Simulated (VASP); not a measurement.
Crystal: Au.

```
Au
1.0
     2.81977    0.00000    0.00000
    -1.40988    2.44199    0.00000
     0.00000    0.00000   21.78496
Au
8
Direct
  0.00000 0.00000 0.06513
  0.00000 0.00000 0.56513
  0.00000 0.00000 0.43487
  0.00000 0.00000 0.93487
  0.33333 0.66667 0.18501
  0.66667 0.33333 0.68501
  0.33333 0.66667 0.31499
  0.66667 0.33333 0.81499
```

The cell was built by a generator and needn't be a form met in nature.

```yaml
Program: VASP 6.6.1
Task: relaxation of cell and atoms
Functional: PBE
Potentials_or_basis: VASP PAW PBE potentials, release 64 (Au)
Cutoff: 600 eV
k_mesh: 9 × 9 × 1
Occupations: gaussian, width 0.1 eV
Spin: no spin polarisation
```

At the start: pressure 1.1 GPa; volume 18.75 Å³/atom.

**Question.** How do energy, volume and symmetry change on relaxing?

**Answer.** Over 7 steps the energy falls by 8.7 meV/atom and the volume is 18.77 Å³/atom (+0.1 %); space group P6_3/mmc (No. 194, to 0.05 Å).

Step by step:
| step | energy change (eV) | largest force (eV/Å) | pressure (GPa) | volume (Å³) |
| --- | --- | --- | --- | --- |
| 1 | 0.0000 | 0.0368 | 1.11 | 150.01 |
| 2 | -0.0450 | 0.1217 | -1.97 | 152.81 |
| 3 | -0.0476 | 0.1055 | -1.42 | 152.26 |
| 4 | -0.0645 | 0.1063 | 0.46 | 149.67 |
| 5 | -0.0650 | 0.1075 | 0.15 | 150.02 |
| 6 | -0.0682 | 0.0517 | 0.11 | 150.11 |
| 7 | -0.0693 | 0.0018 | 0.06 | 150.19 |

Final structure:
```
Au
1.0
     2.86009    0.00000    0.00000
    -1.43004    2.47691    0.00000
     0.00000    0.00000   21.20058
Au
8
Cartesian
  0.0000 0.0000 1.3951
  0.0000 0.0000 11.9954
  0.0000 0.0000 9.2052
  0.0000 0.0000 19.8055
  0.0000 1.6513 3.9057
  1.4300 0.8256 14.5060
  0.0000 1.6513 6.6946
  1.4300 0.8256 17.2949
```
